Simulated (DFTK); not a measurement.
# Ge under changes of volume

One of the cells (22.639 Å³/atom); the others are scaled copies at fixed shape and fractional positions:

```xyz
2
Lattice="0.0000 2.8289 2.8289 2.8289 0.0000 2.8289 2.8289 2.8289 0.0000" Properties=species:S:1:pos:R:3 pbc="T T T"
Ge    4.2434    4.2434    4.2434
Ge    2.8289    2.8289    2.8289
```

- Program: DFTK 0.8.2
- Functional: PBEsol
- Potentials or basis: SPMS 1.0 (PBE)
- Cutoff: 1225 eV
- k mesh: 5 × 5 × 5
- Occupations: fermi-dirac, width 0.05 eV
- Spin: no spin polarisation

| volume (Å³/atom) | energy over the lowest point (meV/atom) | pressure (GPa) | gap on the mesh (eV) |
| --- | --- | --- | --- |
| 21.281 | 18.76 | 4.8 | 0.42 |
| 21.733 | 7.83 | 3.0 | 0.36 |
| 22.186 | 1.90 | 1.4 | 0.21 |
| 22.639 | 0.00 | 0.1 | none |
| 23.092 | 1.15 | -1.0 | none |
| 23.545 | ? | ? | ? |
| 23.997 | 13.22 | -3.1 | none |

What does the run at 23.545 Å³/atom give?

Energy over the lowest point 5.68 meV/atom; pressure -2.1 GPa; gap on the mesh none.

Worked out: A Birch-Murnaghan fit of order 3 (a polynomial in V^(-2/3)) to the other rows has its minimum at 22.66 Å³/atom with B0 = V·E''(V) = 62 GPa and B' = 5.8. It gives 5.91 meV/atom at 23.545 Å³/atom, against the run's 5.68, and -dE/dV = -2.1 GPa, against -2.1.

Energies are extrapolated to zero smearing.

Caveats: some runs use coarse meshes; the potentials were made for another functional, which shifts forces and pressure; an odd mesh through Γ misses points on the zone boundary, where band edges often lie (some runs). Spin-orbit coupling on Ge is left out.

A gap of «none» marks a metal or a gap under the smearing width.
